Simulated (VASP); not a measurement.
CdO, 2 atoms in the cell. The structure is cubic, space group Fm-3m (No. 225). The conventional cell has a = 4.699 Å, b = 4.699 Å, c = 4.699 Å, α = 90.00°, β = 90.00°, γ = 90.00°. Cd (site symmetry m-3m) has 6 O at 2.35 Å as nearest neighbours. Around O (site symmetry m-3m) lie 6 Cd at 2.35 Å. The cell was built by a generator and needn't be a form met in nature.

```yaml
Program: VASP 6.6.1
Task: relaxation of cell and atoms
Functional: PBEsol
Potentials_or_basis: VASP PAW PBE potentials, release 64 (Cd, O)
Cutoff: 600 eV
k_mesh: 12 × 12 × 12
Occupations: gaussian, width 0.03 eV
Spin: no spin polarisation
Further_INCAR_settings: ALGO = Normal; EDIFF = 1e-06; IBRION = 2; EDIFFG = -0.01; NSW = 90; ISIF = 3
```

Potentials or basis: VASP PAW PBE potentials, release 64 (Cd, O).

The run is started by

```console
$ cat potpaw_PBE.64/Cd/POTCAR potpaw_PBE.64/O/POTCAR > POTCAR
$ mpirun -np 4 vasp_std > vasp.out
```

Hardware: 4 MPI ranks on Intel(R) Xeon(R) 6975P-C (Granite Rapids) (shared host).

Q: How long does it take, and how much memory?

A: Run time: 11 s on 4 MPI ranks on Intel(R) Xeon(R) 6975P-C (Granite Rapids) (shared host), peak memory 0.17 GiB a rank. Counts: scf iterations 25, k points 72, ion steps 3.
